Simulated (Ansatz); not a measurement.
Isolated molecules relaxed with PBE0-D4/def2-TZVP in Ansatz; ΔE leaves out vibrations. CCSD(T)/CBS adds triple-zeta CCSD(T) − MP2 to the extrapolated MP2 energy (def2 sets, frozen cores). This one scheme is used for every species. DFT in def2-TZVPP. HSE06 is defined as in plane-wave codes. Open shells (•) are unrestricted, without spin–orbit coupling. For Ga outer-core shells are correlated without core-valence functions, which leaves a few kJ/mol of doubt a bond. Scalar relativity is left out up to krypton. One conformer a species, not always the lowest.

`[CH3][GaH][SH]` + `F[C](F)F`• → `[CH3][Ga][SH]`• + trifluoromethane  (hydrogen abstraction from a Ga–H bond)

```
        level  ΔE (kcal/mol)  difference from CCSD(T)/CBS
  LDA (SPW92)          -28.5                         -1.0
       PBE-D4          -27.3                          0.2
      BLYP-D4          -27.4                          0.1
      PBE0-D4          -27.1                          0.4
     HSE06-D4          -27.3                          0.2
     BHLYP-D4          -27.0                          0.5
 CAM-B3LYP-D4          -26.3                          1.2
       B2PLYP          -27.8                         -0.3
         BLYP          -27.8                         -0.3
         PBE0          -27.3                          0.2
      r2SCAN0          -25.6                          1.9
        HSE06          -27.5                          0.0
        BHLYP          -27.4                          0.1
HF/def2-TZVPP          -24.4                          3.1
 HF/CBS(def2)          -24.2                          3.3
MP2/CBS(def2)          -28.5                         -1.0
  CCSD(T)/CBS          -27.5                            0
```

Q: What do rigid-rotor, harmonic-oscillator terms from PBE0-D4/def2-TZVP frequencies (298.15 K, 1 bar) make of the CCSD(T)/CBS value? (An estimate is asked.)

A: Ansatz gave: ΔZPE = +3.3 kcal/mol, ΔH = -24.3 kcal/mol, ΔS = -8 J/(mol·K), ΔG = -23.7 kcal/mol. Open shells count their whole term as degenerate. Modes under 50 cm⁻¹ make the entropy rough.

Largest T1 diagnostic among the species: 0.014.

In def2-TZVPP, CCSD(T) changes the Hartree–Fock value by −3.5 kcal/mol (the triples alone add −0.3 kcal/mol) and MP2 by −4.5 kcal/mol. Leaving LDA and LC-ωPBE aside and taking each functional with its dispersion term where it has one, the values, not all of them listed here, spread over 3.6 kcal/mol, from ωB97M-V to r2SCAN-D4. LDA lies −1.0 kcal/mol from PBE without D4.

CCSD(T)/CBS has its own doubt, a few kJ/mol and more with outer-core shells, so smaller differences from it don't rank the levels.
